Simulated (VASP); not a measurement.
Runs of VASP 6.6.1 on InP. The structure is cubic, space group F-43m (No. 216). The conventional cell has a = 5.904 Å, b = 5.904 Å, c = 5.904 Å, α = 90.00°, β = 90.00°, γ = 90.00°. In (site symmetry -43m) has 4 P at 2.56 Å as nearest neighbours. Around P (site symmetry -43m) lie 4 In at 2.56 Å. The cell is a database's computed one.

```csv
task,level,potentials or basis,cell,k mesh,cutoff (eV),mesh quality,gap on the mesh (eV),pressure (GPa),relaxed volume (Å³/atom)
single point,PBEsol,"VASP PAW PBE potentials, release 64 (In_d, P)",as given,10 × 10 × 10,520,not flagged,(c),(a),-
relaxation of cell and atoms,PBE,"VASP PAW PBE potentials, release 64 (In_d, P)",relaxed,10 × 10 × 10,600,not flagged,0.44,0.0,26.45
relaxation of cell and atoms,LDA,"VASP PAW LDA potentials, release 64 (In_d, P)",relaxed,10 × 10 × 10,600,not flagged,0.60,0.0,24.76
relaxation of cell and atoms,PBEsol,"VASP PAW PBE potentials, release 64 (In_d, P)",relaxed,4 × 4 × 4,600,coarse,0.53,0.0,25.47
relaxation of cell and atoms,PBEsol,"VASP PAW PBE potentials, release 64 (In, P)",relaxed,10 × 10 × 10,580,not flagged,(b),0.0,26.09
relaxation of cell and atoms,PBEsol,"VASP PAW PBE potentials, release 64 (In_d, P)",relaxed,10 × 10 × 10,600,not flagged,0.57,0.0,25.40
relaxation of cell and atoms,PBE+D3(BJ),"VASP PAW PBE potentials, release 64 (In_d, P)",relaxed,10 × 10 × 10,600,not flagged,0.62,0.0,25.58
relaxation of cell and atoms,RPBE,"VASP PAW PBE potentials, release 64 (In_d, P)",relaxed,10 × 10 × 10,600,not flagged,0.42,0.0,(d)
```

Alike in all rows: no spin polarisation; smearing gaussian 0.02 eV.

Q: Fill in the values left out.

A: (a) -0.9; (b) 0.48; (c) 0.50; (d) 27.22.

Caveats: some runs use coarse meshes; spin-orbit coupling is left out, which moves the levels of the heavy elements; the PAW data sets were made with another functional, which shifts forces and pressure a little (some runs).

A k mesh can miss the band edges, and the runs leave out spin-orbit coupling on In.

The runs don't all hold the same shells in valence.
